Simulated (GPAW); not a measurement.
Write an ASE script for GPAW 26.7.0 that does the following.

| Property | Result |
| --- | --- |
| Task | band structure |
| Functional | BP86 |
| Potentials or basis | PAW data sets generated in the run's folder for this functional |
| Cutoff | 800 eV |
| Basis | pw |
| k mesh | 6 × 6 × 6 |
| Occupations | fermi-dirac, width 0.05 eV |
| Spin | spin-orbit coupling, no magnetisation |
| Maxiter | 150 |
| Band path | GXMGRX,MR |
| Band points | 60 |
| spin axis theta (degrees) | 90 |
| spin axis phi (degrees) | 45 |
| Soc after scf | second variation |

The structure of KTaO3 lies in KTaO3.cif:

```cif
data_KTaO3
_cell_length_a 3.98830000
_cell_length_b 3.98830000
_cell_length_c 3.98830000
_cell_angle_alpha 90.00000000
_cell_angle_beta 90.00000000
_cell_angle_gamma 90.00000000
_space_group_name_H-M_alt 'Pm-3m'
_space_group_name_Hall '-P 4 2 3'
_space_group_IT_number 221
loop_
_space_group_symop_operation_xyz
'x,y,z'
'-x,-y,-z'
'-y,x,z'
'y,-x,-z'
'-x,-y,z'
'x,y,-z'
'y,-x,z'
'-y,x,-z'
'x,-y,-z'
'-x,y,z'
'-y,-x,-z'
'y,x,z'
'-x,y,-z'
'x,-y,z'
'y,x,-z'
'-y,-x,z'
'z,x,y'
'-z,-x,-y'
'z,-y,x'
'-z,y,-x'
'z,-x,-y'
'-z,x,y'
'z,y,-x'
'-z,-y,x'
'-z,x,-y'
'z,-x,y'
'-z,-y,-x'
'z,y,x'
'-z,-x,y'
'z,x,-y'
'-z,y,x'
'z,-y,-x'
'y,z,x'
'-y,-z,-x'
'x,z,-y'
'-x,-z,y'
'-y,z,-x'
'y,-z,x'
'-x,z,y'
'x,-z,-y'
'-y,-z,x'
'y,z,-x'
'-x,-z,-y'
'x,z,y'
'y,-z,-x'
'-y,z,x'
'x,-z,y'
'-x,z,-y'
loop_
_atom_site_label
_atom_site_type_symbol
_atom_site_symmetry_multiplicity
_atom_site_Wyckoff_symbol
_atom_site_fract_x
_atom_site_fract_y
_atom_site_fract_z
_atom_site_occupancy
Ta1 Ta 1 a 0.0000000000 0.0000000000 0.0000000000 1
K1 K 1 b 0.5000000000 0.5000000000 0.5000000000 1
O1 O 3 d 0.0000000000 0.0000000000 0.5000000000 1
```

One way to write it, as run:

run.py

```python
import numpy as np
from ase.dft.bandgap import bandgap
from ase.io import read, write
from ase.units import GPa
from gpaw import GPAW, PW, setup_paths
from gpaw.spinorbit import soc_eigenstates

setup_paths.insert(0, '.')

atoms = read('KTaO3.cif')

calc = GPAW(mode=PW(800),
            xc='GGA_X_B88+GGA_C_P86',
            kpts={'size': (6, 6, 6), 'gamma': True},
            occupations={'name': 'fermi-dirac', 'width': 0.05},
            nbands=36,
            convergence={'density': 1e-05, 'energy': 1e-05},
            maxiter=150,
            txt='gpaw.txt')
atoms.calc = calc
energy = atoms.get_potential_energy()
forces = atoms.get_forces()
stress = atoms.get_stress()
calc.write('gs.gpw')
write('result.traj', atoms)
print(f'Energy: {energy:.6f} eV')
print('Forces (eV/A):')
print(forces.round(4))
print('Stress (GPa):', (stress / GPa).round(3))
print('Fermi level:', round(calc.get_fermi_level(), 4), 'eV')
print(f'Gap: {bandgap(calc)[0]:.4f} eV, direct: {bandgap(calc, direct=True)[0]:.4f} eV')

path = atoms.cell.bandpath('GXMGRX,MR', npoints=60, eps=1e-4)
bs_calc = calc.fixed_density(kpts=path, symmetry='off', nbands=53,
                             convergence={'bands': 'CBM+6.0', 'eigenstates': 1e-6}, txt='bands.txt')
bs = bs_calc.band_structure()
bs.write('bs.json')
print(f'Gap on the path: {bandgap(bs_calc)[0]:.4f} eV')

soc = soc_eigenstates(bs_calc, theta=90, phi=45)
np.savetxt('soc_bands.dat', soc.eigenvalues(), fmt='%.4f')
mesh = soc_eigenstates('gs.gpw', theta=90, phi=45)
np.savetxt('soc_mesh.dat', mesh.eigenvalues(), fmt='%.4f')
print('Fermi level with spin-orbit coupling:', round(mesh.fermi_level, 4), 'eV')
```

Potentials or basis: PAW data sets generated in the run's folder for this functional, pw.

Run with:

```bash
$ gpaw-setup -f GGA_X_B88+GGA_C_P86 K O Ta
$ OMP_NUM_THREADS=1 python run.py
```

Results of the run:

```yaml
Pressure: 4.8 GPa
Band_gap_on_the_k_mesh: 2.00 eV, indirect (least direct gap 2.54 eV)
Band_gap_along_the_path: 2.00 eV, indirect (least direct gap 2.54 eV)
```

Caveat: spin-orbit coupling was added after a scalar SCF, so levels and gaps hold it while energy, forces, pressure and moments don't; this program's spin-orbit splittings come out too wide for heavy elements.

Wall time 2.3 min on 1 thread of Arm Neoverse V1 (shared host), peak memory 0.56 GiB.
